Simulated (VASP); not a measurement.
Crystal: AlN.

```
Al N
1.0
     3.31212    0.00000    0.00000
    -1.65606    2.86838    0.00000
     0.00000    0.00000    4.18756
Al N
2 2
Direct
  0.33333 0.66667 0.75000
  0.66667 0.33333 0.25000
  0.33333 0.66667 0.25000
  0.66667 0.33333 0.75000
```

Measurements of this composition are mostly on another form, of space group No. 186.

```yaml
Program: VASP 6.6.1
Task: relaxation of cell and atoms
Functional: PBEsol
Potentials_or_basis: VASP PAW PBE potentials, release 64 (Al, N_s)
Cutoff: 480 eV
k_mesh: 9 × 9 × 6
Occupations: gaussian, width 0.02 eV
Spin: no spin polarisation
```

At the start: pressure -3.6 GPa; volume 9.95 Å³/atom.

Task: Where does the relaxation end?

Result: Over 5 steps the energy falls by 2.2 meV/atom and the volume is 9.77 Å³/atom (-1.8 %); space group P6_3/mmc (No. 194, to 0.05 Å).

The path:
```csv
step,energy change (eV),largest force (eV/Å),pressure (GPa),volume (Å³)
1,0.0000,0.0000,-3.56,39.78
2,-0.0024,0.0000,3.31,38.52
3,-0.0079,0.0000,0.08,39.09
4,-0.0086,0.0000,0.05,39.08
5,-0.0087,0.0000,0.03,39.07
```

Final structure:
```
Al N
1.0
     3.30175    0.00000    0.00000
    -1.65088    2.85940    0.00000
     0.00000    0.00000    4.13794
Al N
2 2
Direct
  0.33333 0.66667 0.75000
  0.66667 0.33333 0.25000
  0.33333 0.66667 0.25000
  0.66667 0.33333 0.75000
```

Caveat: the PAW data sets were made with another functional, which shifts forces and pressure a little.
